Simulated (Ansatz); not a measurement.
Cd: the change of pressure with volume per atom

All results are calculated (Ansatz 0.2.0 development build). Equation of state of a cubic crystal from periodic Kohn-Sham density functional theory without spin; pressure corrected for the finite basis.

Cell of the first row (space group Fm-3m, No. 225):
```
Cd
1.0
      0.0000     2.2063     2.2063
      2.2063     0.0000     2.2063
      2.2063     2.2063     0.0000
Cd
1
Direct
  0.00000 0.00000 0.00000
```

Settings of every row: formula Cd; structure type fcc; functional PBE; spin treatment none; k mesh 21x21x21; occupation method fermi-dirac; occupation width 0.061225619 eV; wave cutoff 700 eV; datasets hard PAW; density cutoff ratio 4.

Limits: a cubic model structure, not a phase known at ambient conditions; the SCF threshold is loose for a stress in some rows.

| row | volume per atom (Å³) | pressure (GPa) | energy above lowest point (meV/atom) |
| --- | --- | --- | --- |
| 1 | 21.48 | 3.057 | 12.03 |
| 2 | 21.937 | 1.884 | 5.03 |
| 3 | 22.394 | 0.859 | 1.15 |
| 4 | 22.851 | ? | ? |
| 5 | 23.308 | -0.812 | 1.23 |
| 6 | 23.765 | -1.488 | 4.54 |
| 7 | 24.222 | -2.072 | 9.63 |

Question: what pressure should row 4 give?

Worked fit of pressure. Take u = (V_r/V)^(2/3) − 1 with V_r = 22.851 Å³ an atom, which is twice the finite (Eulerian) strain; such expansions in the strain, on which the Birch-Murnaghan equation of state is built, carry the rest volume and the bulk modulus. The shown rows have u = 0.04211, 0.02759, 0.01356, -0.01311, -0.02581, -0.0381. Least squares give pressure = −0.0347 + 62.503 × u + 247.55 × u² + 278 × u³ GPa; a parabola predicts inner rows, each left out in turn, worse (root mean square 0.0063 against 0.00032 GPa). All shown rows lie on it to the printed digit. The pressure vanishes at u = 0.0006, or V = 22.83 Å³ an atom, and there the bulk modulus at fixed shape and fractions is B = −V dP/dV = (2/3)(1 + u) dP/du = 41.9 GPa. The withheld row has u = 0, so the fit gives −0.0347 + 62.503 × (0) + 247.55 × (0)² + 278 × (0)³ = -0.035 GPa.

The calculation gave -0.034 GPa. The fit lies 0.001 GPa (2.9 % of the value, 0.019 % of the column's range) below it, one unit of the last digit.

The other values of row 4: energy above lowest point 0 meV/atom.
